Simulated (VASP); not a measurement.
A run of VASP 6.6.1:

INCAR

```
PREC     = Accurate       # precision mode
ENCUT    = 600            # plane-wave cutoff, eV
EDIFF    = 1E-6           # SCF threshold, eV
ISMEAR   = 0              # smearing method
SIGMA    = 0.05           # smearing width, eV
LREAL    = F              # projectors in reciprocal space
LASPH    = T              # aspherical terms in the spheres
NELM     = 100            # most SCF steps
ALGO     = Normal         # electronic algorithm
ISIF     = 3              # what is computed and relaxed
LWAVE    = F              # write WAVECAR
LCHARG   = F              # write CHGCAR
METAGGA  = R2SCAN         # meta-GGA
LMIXTAU  = T            
IBRION   = 2              # ionic algorithm
NSW      = 60             # ionic steps
EDIFFG   = -0.02          # ionic threshold
```

The input KPOINTS:

```
Automatic mesh
0
Gamma
  10 10 6
```

The input POSCAR:

```
Ta2C
1.0
    3.1059000000      0.0000000000      0.0000000000
   -1.5529500000      2.6897883016      0.0000000000
    0.0000000000      0.0000000000      4.9464000000
Ta C
2 1
Direct
    0.6666666667      0.3333333333      0.7479900000
    0.3333333333      0.6666666667      0.2520100000
    0.0000000000      0.0000000000      0.0000000000
```

Potentials or basis: VASP PAW PBE potentials, release 64 (Ta_pv, C).

The run is started by

```bash
$ cat potpaw_PBE.64/Ta_pv/POTCAR potpaw_PBE.64/C/POTCAR > POTCAR
$ mpirun -np 1 vasp_std > vasp.out
```

Hardware: 1 thread of AMD EPYC 7R43 64-Core Processor (Zen 3), with other jobs on the host.

Estimate the wall time of this run.

Wall time 17 min on 1 thread of AMD EPYC 7R43 64-Core Processor (Zen 3), with other jobs on the host, peak memory 0.19 GiB. Counts: scf iterations 50, k points 72, ion steps 4.
